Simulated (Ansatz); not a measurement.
# Twisted graphene double bilayer, 27.80° (104 atoms): taking the cell apart: runs compared

How much energy holds the two parts of twisted graphene double bilayer, 27.80° (104 atoms) together, how does it fall off with distance, and how much does it hang on the functional?

Computed with Ansatz 0.2.0: Kohn-Sham DFT, PBE+D3(BJ), PAW (set soft_2), plane waves.

**1. The cell as built**

The cell holds 104 atoms: 104 C. Its edges and angles: a = 8.870 Å, b = 8.870 Å, c = 24.180 Å, α = 90.0°, β = 90.0°, γ = 120.0°. It derives from C (graphene). Graphene (a = 2.46 Å) under graphene (a = 2.46 Å), double bilayer, commensurate cell of 13 unit cells a layer, twist 27.80 deg; facing planes 3.33, 3.52, 3.33 Å apart as built; 14 Å of vacuum; minimised with a classical potential. Regions: layer 1, 26 atoms (26 C); layer 2, 26 atoms (26 C); layer 3, 26 atoms (26 C); layer 4, 26 atoms (26 C). Vacuum lies along c.

**2. The reference run**

The reference is a single point at the end of the relaxation.

The parts (lower: layer 1, layer 2 and layer 3 and upper: layer 4) keep their atoms where they stand in it, and shifted cells move the upper part rigidly.

Its input, with most atom lines left out:

```yaml
crystal:
  lattice:
    - [8.8697, 0.0, 0.0]
    - [-4.43485, 7.68139, 0.0]
    - [0.0, 0.0, 24.18]
  atoms:
    - { symbol: C, position: [0.12821, 0.17949, 0.29087] }
    - { symbol: C, position: [0.17949, 0.05128, 0.29084] }
    - { symbol: C, position: [0.20513, 0.48718, 0.29087] }
    - { symbol: C, position: [0.25641, 0.35897, 0.29084] }
    - { symbol: C, position: [0.28205, 0.79487, 0.29087] }
    - { symbol: C, position: [0.33333, 0.66667, 0.29084] }
    - { symbol: C, position: [0.35897, 0.10256, 0.29087] }
    [... atom lines 8 to 104 left out ...]
kpoints:
  mp_grid: { grid: [3, 3, 1] }
hamiltonian:
  xc: pbe
  dispersion: d3bj
scf:
  occupations: { method: fermi_dirac, width: 0.05 }
output:
  forces: true
  populations: true
  dos:
    method: { smearing: { sigma: 0.08 } }
    de: 0.1
    projected:
      site_lists:
        C: [C]
        layer_1: [0, 1, 2, 3, 4, 5, 6, 7, 8, 9, 10, 11, 12, 13, 14, 15, 16, 17, 18, 19, 20, 21, 22, 23, 24, 25]
        layer_2: [26, 27, 28, 29, 30, 31, 32, 33, 34, 35, 36, 37, 38, 39, 40, 41, 42, 43, 44, 45, 46, 47, 48, 49, 50, 51]
        layer_3: [52, 53, 54, 55, 56, 57, 58, 59, 60, 61, 62, 63, 64, 65, 66, 67, 68, 69, 70, 71, 72, 73, 74, 75, 76, 77]
        layer_4: [78, 79, 80, 81, 82, 83, 84, 85, 86, 87, 88, 89, 90, 91, 92, 93, 94, 95, 96, 97, 98, 99, 100, 101, 102, 103]
  eigenvalues: true
  write_density: true
  write_potential: true
  volumetric_format: npy
  elf: true
```

| Item | Value |
| --- | --- |
| free energy per atom | -251.0665 eV/atom |
| r.m.s. force component | 0.01802 eV/Å |

No gap is quoted, since levels at the Fermi energy are partly filled.

**3. The runs**

Each row is one run, on 8 threads of Arm Neoverse V1, shared host. The free energy is the program's total, comparable only between runs with the same functional, potentials and atoms, or as a whole against its parts.

```csv
run,atoms,outcome,"ionic steps, all passes",free energy (eV),time,host memory (GiB)
Single point at the start,104,converged,-,-26110.916,53 s,9.6
Relaxation,104,converged,2,-26110.916,81 s,9.6
Single point at the relaxed geometry,104,converged,-,-26110.916,2.3 min,9.7
The lower part alone,78,converged,-,-19582.736,37 s,4.5
The upper part alone,26,converged,-,-6526.700,7.9 s,2.5
Upper part moved by +0.3 Å,104,converged,-,-26110.772,65 s,5.8
Upper part moved by -0.3 Å,104,converged,-,-26110.652,43 s,5.9
Upper part moved by +0.8 Å,104,converged,-,-26110.376,43 s,5.8
Upper part moved by +1.6 Å,104,converged,-,-26109.939,41 s,5.9
Upper part moved by +3 Å,104,converged,-,-26109.639,40 s,5.9
"Whole cell, PBE+D4",104,converged,-,-26113.049,53 s,9.6
"Lower part, PBE+D4",78,converged,-,-19584.363,18 s,4.5
"Upper part, PBE+D4",26,converged,-,-6527.198,4.3 s,2.4
"Whole cell, LDA",104,converged,-,-25269.034,48 s,9.4
"Lower part, LDA",78,converged,-,-18951.557,19 s,4.3
"Upper part, LDA",26,converged,-,-6316.768,4 s,2.3
"Whole cell, r2SCAN+rVV10",104,converged,-,-26153.544,2.4 min,16
"Lower part, r2SCAN+rVV10",78,converged,-,-19614.653,55 s,9.3
"Upper part, r2SCAN+rVV10",26,converged,-,-6537.280,42 s,6.7
```

In some runs the program notes that the atoms just miss a symmetry operation, the exchange-correlation potential is rough where the density is thin and positions were snapped to a detected symmetry.

**4. Interaction energy**

Whole cell less its two parts, each frozen at the geometry of the whole and solved in the same cell with the same functional, so that energy zeros cancel. The upper part is 'layer 4' and the lower part 'layer 1, layer 2 and layer 3', so the cut is under the top layer, which needn't be the twisted interface. The nearest atoms of the two parts stand 3.37 Å apart. The face is 68.13 Å².

```
  functional  interaction energy (eV)  of it, the added dispersion term (eV)  per area (meV/Å²)  per area (J/m²)  per atom of the upper part (meV)
  PBE+D3(BJ)                   -1.481                                 -1.734              -21.7            -0.35                             -56.9
      PBE+D4                   -1.488                                 -1.742              -21.8            -0.35                             -57.2
         LDA                   -0.708                                      -              -10.4            -0.17                             -27.2
r2SCAN+rVV10                   -1.611                                      -              -23.6            -0.38                             -62.0
```

**5. Energy against separation**

The upper part is moved rigidly along the normal from its place in the reference.

| shift (Å) | energy change (eV) | per area (meV/Å²) | share of the binding lost (%) |
| --- | --- | --- | --- |
| -0.3 | 0.264 | 3.87 | - |
| +0.0 | 0.000 | 0.00 | - |
| +0.3 | 0.145 | 2.12 | 10 |
| +0.8 | 0.540 | 7.92 | 36 |
| +1.6 | 0.977 | 14.34 | 66 |
| +3.0 | 1.277 | 18.74 | 86 |

**6. Levels of whole and parts**

| cell | level spacing (eV) | vacuum level at the upper face, over the highest filled level, or over E_F where no gap is given (eV) | moment (μB) |
| --- | --- | --- | --- |
| whole | - | 4.26 | no spin |
| lower part | - | 4.28 | no spin |
| upper part | - | 4.22 | no spin |

A dash marks a cell without a clear gap, or without a flat potential in the vacuum.

**7. Outcome**

The parts bind with 21.7 meV/Å² (1.48 eV for the cell) at the level PBE+D3(BJ), the size of van der Waals binding between sheets. The added dispersion term contributes -1.734 eV, the functional itself 0.254 eV. At this one geometry the functionals range from -23.6 (r2SCAN+rVV10) to -10.4 meV/Å² (LDA). The curvature over ±0.3 Å is 1.1×10²⁰ N/m³, and the energy rises faster on the near side. At +3.0 Å, 86 % of the binding is lost; the shift also narrows the vacuum to the periodic image.

**Limits.** The functionals run at their own default cutoffs. The parts are frozen, so the energy of their deformation isn't counted. No correction is made for dipoles across the vacuum, and the parts also feel their periodic images through it.

The DFT runs together took 16 min of wall time.

[Logs are printed without paths, hosts, clocks, repeated set-up lines and the standing remarks that a program may print on its own settings, such as how far it seeks lower states.]

[Hosts, paths, dates, database ids (printed as entryN), source tags and the programs' standing remarks are cut or masked in the printed files.]
